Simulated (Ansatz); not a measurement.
Crystal: TiSi2.

```xyz
3
Lattice="-1.4729 1.7121 4.2121 1.4729 -1.7121 4.2121 1.4729 1.7121 -4.2121" Properties=species:S:1:pos:R:3 pbc="T T T"
Ti    0.0000    0.0000    0.0000
Si    0.0000    0.0000    5.6448
Si    0.0000    0.0000    2.7793
```

The cell comes from a database or a generator and needn't be the stable form of this composition.

- Program: Ansatz 0.2.0
- Task: single point
- Functional: PBEsol
- Potentials or basis: all-electron LAPW, scalar-relativistic
- Cutoff: 218 eV (chosen from the basis error)
- Basis error allowed: 0.001 eV/atom
- k mesh: 12 × 12 × 12
- Occupations: fermi-dirac, width 0.05 eV
- Spin: no spin polarisation

On this cell: pressure -3.6 GPa; largest force 0.067 eV/Å; band gap on the k mesh none (metal or under the smearing width).

The same run follows on a disturbed copy (atoms moved at random, drawn with an rms of 0.05 Å):

```
Ti Si
1.0
    -1.47287    1.71213    4.21208
     1.47287   -1.71213    4.21208
     1.47287    1.71213   -4.21208
Ti Si
1 2
Direct
  0.99363 0.00244 0.00629
  0.68330 0.66758 0.01412
  0.33705 0.31549 0.99488
```

**Question.** What does the disturbed cell give?

**Answer.** The energy (extrapolated to zero smearing) moves by +6.7 meV/atom; pressure -3.4 GPa; largest force 0.523 eV/Å; band gap on the k mesh none (metal or under the smearing width).

Forces on the atoms (eV/Å):
```
Ti  -0.263  0.368  0.261
Si   0.041 -0.259 -0.159
Si   0.222 -0.109 -0.103
```

Stress tensor (GPa, compression positive):
```
-2.70 -0.08 -0.18
-0.08 -3.40  0.09
-0.18  0.09 -3.96
```
